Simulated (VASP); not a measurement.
# ZnS (F-43m) in VASP: further runs

Aim: see how the results for ZnS move with the level of theory and the settings. Levels: PBEsol, r2SCAN. Tasks: single point.

Program: VASP 6.6.1. These are calculated values, not measurements. Logs are shortened: lines on timing, memory, paths and dates and some standing lists are left out, and cuts for length are marked.

**Measured values to compare with.**

“Electronic, vibrational, and thermodynamic properties of ZnS (zincblende and rocksalt structure)”, 2009, arxiv:0911.5022 quotes, for a bulk crystal of ZnS at 19 K: band gap 3.85 eV (direct).

The results are compared with them further down.

**1. Starting point**

It takes space group F-43m (No. 216, cubic). The conventional cell has a = 5.361 Å, b = 5.361 Å, c = 5.361 Å, α = 90.00°, β = 90.00°, γ = 90.00°. Zn (site symmetry -43m) has 4 S at 2.32 Å as nearest neighbours. Around S (site symmetry -43m) lie 4 Zn at 2.32 Å.

The cell is a database's computed one.

**2. Single point, PBEsol**

Input file INCAR:

```
SYSTEM = ZnS
ALGO = Normal
EDIFF = 1E-6
ENCUT = 520
GGA = PS
ISIF = 2
ISMEAR = 0
LASPH = .True.
LCHARG = .False.
LREAL = .False.
LWAVE = .False.
NELM = 100
PREC = Accurate
SIGMA = 0.5
```

Input file KPOINTS:

```
k-points
0
Gamma
  10 10 10
  0 0 0
```

Input file POSCAR:

```
ZnS
1.0
    0.0000000000      2.6804000000      2.6804000000
    2.6804000000      0.0000000000      2.6804000000
    2.6804000000      2.6804000000      0.0000000000
Zn S
1 1
Direct
    0.0000000000      0.0000000000      0.0000000000
    0.7500000000      0.7500000000      0.7500000000
```

Potentials or basis: VASP PAW PBE potentials, release 64 (Zn, S).

On the command line:

```bash
$ cat potpaw_PBE.64/Zn/POTCAR potpaw_PBE.64/S/POTCAR > POTCAR
$ mpirun -np 1 vasp_std > vasp.out
```

OUTCAR:

```text
SYSTEM = ZnS
   EDIFF = 1E-6
   ENCUT = 520
   GGA = PS
   ISIF = 2
   ISMEAR = 0
   LASPH = .True.
   LREAL = .False.
   NELM = 100
   PREC = Accurate

 ion  position               nearest neighbor table
   1  0.000  0.000  0.000-   2 2.32   2 2.32   2 2.32   2 2.32
   2  0.750  0.750  0.750-   1 2.32   1 2.32   1 2.32   1 2.32

  LATTYP: Found a face centered cubic cell.
 ALAT       =     5.3608000000

  Lattice vectors:

 A1 = (   0.0000000000,   2.6804000000,   2.6804000000)
 A2 = (   2.6804000000,   0.0000000000,   2.6804000000)
 A3 = (   2.6804000000,   2.6804000000,   0.0000000000)

Analysis of symmetry for initial positions (statically):
=====================================================================
 Subroutine PRICEL returns:
 Original cell was already a primitive cell.

 Routine SETGRP: Setting up the symmetry group for a
 face centered cubic supercell.

 Subroutine GETGRP returns: Found 24 space group operations
 (whereof 24 operations were pure point group operations)
 out of a pool of 48 trial point group operations.

The static configuration has the point symmetry T_d .

Analysis of symmetry for dynamics (positions and initial velocities):
=====================================================================
 Subroutine PRICEL returns:
 Original cell was already a primitive cell.

 Routine SETGRP: Setting up the symmetry group for a
 face centered cubic supercell.

 Subroutine GETGRP returns: Found 24 space group operations
 (whereof 24 operations were pure point group operations)
 out of a pool of 48 trial point group operations.

The dynamic configuration has the point symmetry T_d .

 Subroutine INISYM returns: Found 24 space group operations
 (whereof 24 operations are pure point group operations),
 and found     1 'primitive' translations

----------------------------------------------------------------------------------------

                                     Primitive cell

  volume of cell :      38.5149

  direct lattice vectors                    reciprocal lattice vectors
     0.000000000  2.680400000  2.680400000    -0.186539322  0.186539322  0.186539322
     2.680400000  0.000000000  2.680400000     0.186539322 -0.186539322  0.186539322
     2.680400000  2.680400000  0.000000000     0.186539322  0.186539322 -0.186539322

  length of vectors
     3.790658033  3.790658033  3.790658033     0.323095584  0.323095584  0.323095584

  position of ions in fractional coordinates (direct lattice)
     0.000000000  0.000000000  0.000000000
     0.750000000  0.750000000  0.750000000

  ion indices of the primitive-cell ions
   primitive index   ion index
[... 87 lines left out ...]
   EMIN   =  10.00;   EMAX   =-10.00  energy-range for DOS
   EFERMI =   0.00;   METHOD = LEGACY
   ISMEAR =     0;   SIGMA  =   0.50  broadening in eV -4-tet -1-fermi 0-gaus
   EFERMI_NEDOS =   21; number of points for ismear=-14 and -15
   IALGO  =     38    algorithm
   IMIX   =      4    mixing-type and parameters
     AMIX     =   0.40;   BMIX     =  1.00
     AMIX_MAG =   1.60;   BMIX_MAG =  1.00
  volume/ion in A,a.u.               =      19.26       129.96
  Fermi-wavevector in a.u.,A,eV,Ry     =   1.270446  2.400794 21.960237  1.614032
  Thomas-Fermi vector in A             =   2.403432
   LORBIT       =      0    0 simple, 1 ext, 2 COOP (PROOUT), +10 PAW based schemes
   GGA     = PS    functional components
   LHFCALC =     F    Hartree Fock is set to
   AEXX    =    0.0000 exact exchange contribution
   IVDW    =     0    specifies the selected vdW correction
   LEPSILON=     F    determine dielectric tensor
   LRPA    =     F    only Hartree local field effects (RPA)
 non-spin polarized calculation
 Gauss-broadening in eV      SIGMA  =   0.50
  energy-cutoff  :      520.00
  volume of cell :       38.51
 maximum number of plane-waves:      1056
   NGX = 15   NGY = 15   NGZ = 15

 number of electron      18.0000014 magnetization

 Free energy of the ion-electron system (eV)
  ---------------------------------------------------
  ext. energy  EPLUGINS =         0.00000000
  ---------------------------------------------------
  free energy    TOTEN  =        -7.58900612 eV

  energy without entropy =       -7.58898037  energy(sigma->0) =       -7.58899324

 E-fermi :   3.4196     XC(G=0):  -9.9635

 val. band max:        2.2406679120   @ k =   0.0000   0.0000   0.0000
 cond. band min:       4.3229751981   @ k =   0.0000   0.0000   0.0000
 fundamental gap:      2.0823072861
 Fermi energy:         3.4196342989

 k-point     1 :       0.0000    0.0000    0.0000
  band No.  band energies     occupation
      1     -11.0863      2.00000
      2      -4.2314      2.00000
      3      -4.2314      2.00000
      4      -4.2314      2.00000
      5      -3.7033      2.00000
      6      -3.7033      2.00000
      7       2.2407      1.99915
      8       2.2407      1.99915
      9       2.2407      1.99915
     10       4.3230      0.01062
     11       8.5313      0.00000
     12       8.5313      0.00000
     13       8.5313      0.00000
[... 354 lines left out ...]
  band No.  band energies     occupation
      1     -10.0638      2.00000
      2      -4.2756      2.00000
      3      -3.9724      2.00000
      4      -3.9644      2.00000
      5      -3.6829      2.00000
      6      -3.6420      2.00000
      7      -1.6147      2.00000
      8       0.1468      2.00000
      9       0.3699      2.00000
     10       6.1184      0.00000
     11       6.8697      0.00000
     12      10.9820      0.00000
     13      11.9656      0.00000

 [... further k-points ...]

------------------------ aborting loop because EDIFF is reached ----------------------------------------

  FORCE on cell =-STRESS in cart. coord.  units (eV):
  Direction    XX          YY          ZZ          XY          YZ          ZX
  --------------------------------------------------------------------------------------
  -------------------------------------------------------------------------------------
  Total        0.0099433      0.0099433      0.0099433      0.0000000      0.0000000      0.0000000
  in kB        0.4136286      0.4136286      0.4136286      0.0000000      0.0000000      0.0000000
  external PRESSURE =       0.4136286 kB  Pullay stress =       0.0000000 kB

 VOLUME and BASIS-vectors are now :
 -----------------------------------------------------------------------------
  energy-cutoff  :      520.00
  volume of cell :       38.51
      direct lattice vectors                 reciprocal lattice vectors
     0.000000000  2.680400000  2.680400000    -0.186539322  0.186539322  0.186539322
     2.680400000  0.000000000  2.680400000     0.186539322 -0.186539322  0.186539322
     2.680400000  2.680400000  0.000000000     0.186539322  0.186539322 -0.186539322

 POSITION                                       TOTAL-FORCE (eV/Angst)
 -----------------------------------------------------------------------------------
      0.00000      0.00000      0.00000        -0.000000     -0.000000     -0.000000
      4.02060      4.02060      4.02060         0.000000      0.000000      0.000000
 -----------------------------------------------------------------------------------
    total drift:                               -0.000002     -0.000002     -0.000002

  FREE ENERGIE OF THE ION-ELECTRON SYSTEM (eV)
  ---------------------------------------------------
  free  energy   TOTEN  =        -7.5890061181 eV

  energy  without entropy=       -7.5889803710  energy(sigma->0) =       -7.58899324
```

It took 15 s on 1 thread of Intel Xeon Platinum 8488C (Sapphire Rapids), shared host; peak memory 0.16 GiB.

Results:

* Free energy: -7.5890 eV
* Pressure: 0.0 GPa
* Band gap on the k mesh: 2.08 eV, direct

Caveat: the PAW data sets were made with another functional, which shifts forces and pressure a little.

**3. Single point, PBEsol**

INCAR, as its differences from that of step 2:

```diff
@@ -3,3 +3,3 @@
 EDIFF = 1E-6
-ENCUT = 520
+ENCUT = 900
 GGA = PS
@@ -13,2 +13,2 @@
 PREC = Accurate
-SIGMA = 0.5
+SIGMA = 0.02
```

KPOINTS is that of step 2.

POSCAR is that of step 2.

Potentials or basis: VASP PAW PBE potentials, release 64 (Zn, S_h).

On the command line:

```bash
$ cat potpaw_PBE.64/Zn/POTCAR potpaw_PBE.64/S_h/POTCAR > POTCAR
$ mpirun -np 1 vasp_std > vasp.out
```

Run time: 40 s. Hardware: 1 thread of Intel Xeon Platinum 8488C (Sapphire Rapids), shared host; peak memory 0.26 GiB.

It converged, with:

```
Free energy            : -7.5878 eV
Pressure               : 0.1 GPa
Band gap on the k mesh : 2.08 eV, direct
```

Levels at points of the mesh, in eV from the valence-band top:
```tsv
k point	band 7	band 8	band 9	band 10	band 11	band 12
(0.00, 0.00, 0.00)	0.00	0.00	0.00	2.08	6.27	6.27
(0.50, 0.00, 0.00)	-5.52	-0.91	-0.91	3.24	6.79	6.79
(0.50, 0.50, 0.00)	-4.70	-2.34	-2.34	3.18	3.95	11.00
```

Caveat: the PAW data sets were made with another functional, which shifts forces and pressure a little.

**4. Single point, r2SCAN**

Input file INCAR:

```
SYSTEM = ZnS
ALGO = Normal
EDIFF = 1E-6
ENCUT = 520
ISIF = 2
ISMEAR = 0
LASPH = .True.
LCHARG = .False.
LMIXTAU = .True.
LREAL = .False.
LWAVE = .False.
METAGGA = R2SCAN
NELM = 100
PREC = Accurate
SIGMA = 0.02
```

KPOINTS is that of step 3.

POSCAR is that of step 3.

Potentials or basis: VASP PAW PBE potentials, release 64 (Zn, S).

On the command line:

```bash
$ cat potpaw_PBE.64/Zn/POTCAR potpaw_PBE.64/S/POTCAR > POTCAR
$ mpirun -np 1 vasp_std > vasp.out
```

Wall time 58 s (1 thread of Intel Xeon Platinum 8488C (Sapphire Rapids), shared host); peak memory 0.17 GiB.

It converged, with:

```
Free energy            : -18.8641 eV
Pressure               : 1.1 GPa
Band gap on the k mesh : 2.79 eV, direct
```

Levels at points of the mesh, in eV from the valence-band top:
| k point | band 7 | band 8 | band 9 | band 10 | band 11 | band 12 |
| --- | --- | --- | --- | --- | --- | --- |
| (0.00, 0.00, 0.00) | 0.00 | 0.00 | 0.00 | 2.79 | 6.88 | 6.88 |
| (0.50, 0.00, 0.00) | -5.56 | -0.92 | -0.92 | 3.86 | 7.38 | 7.38 |
| (0.50, 0.50, 0.00) | -4.71 | -2.37 | -2.37 | 3.67 | 4.48 | 11.95 |

Caveat: the PAW data sets were made with another functional, which shifts forces and pressure a little.

**5. The runs side by side**

```tsv
level	potentials or basis	cutoff (eV)	smearing	gap on the mesh (eV)	pressure (GPa)
PBEsol	VASP PAW PBE potentials, release 64 (Zn, S)	520	gaussian 0.5 eV	2.08	0.0
PBEsol	VASP PAW PBE potentials, release 64 (Zn, S_h)	900	gaussian 0.02 eV	2.08	0.1
r2SCAN	VASP PAW PBE potentials, release 64 (Zn, S)	520	gaussian 0.02 eV	2.79	1.1
```

Alike in all rows: task single point; no spin polarisation; cell as given; k mesh 10 × 10 × 10.

Caveats: the PAW data sets were made with another functional, which shifts forces and pressure a little.

Absolute energies hang on the potentials; compare differences alone.

**6. Against experiment**

Step 2. A measured gap of ZnS is 3.85 eV (direct; 19 K; quoted in “Electronic, vibrational, and thermodynamic properties of ZnS (zincblende and rocksalt structure)”, 2009, arxiv:0911.5022); the calculated 2.08 eV misses it by -1.77 eV. The value is that of PBEsol, without temperature or zero-point motion. Semilocal functionals fall short of measured gaps as a rule. The cell is a database's relaxed one, not the measured one, which moves gaps too.

Step 3. Against the measured gap of ZnS, 3.85 eV (direct; 19 K; quoted in “Electronic, vibrational, and thermodynamic properties of ZnS (zincblende and rocksalt structure)”, 2009, arxiv:0911.5022), the calculated 2.08 eV is off by -1.77 eV. The value is that of PBEsol, without temperature or zero-point motion. Semilocal functionals fall short of measured gaps as a rule. The cell is a database's relaxed one, not the measured one, which moves gaps too.

Step 4. A measured gap of ZnS is 3.85 eV (direct; 19 K; quoted in “Electronic, vibrational, and thermodynamic properties of ZnS (zincblende and rocksalt structure)”, 2009, arxiv:0911.5022); the calculated 2.79 eV misses it by -1.06 eV. The value is that of r2SCAN, without temperature or zero-point motion. The cell is a database's relaxed one, not the measured one, which moves gaps too.
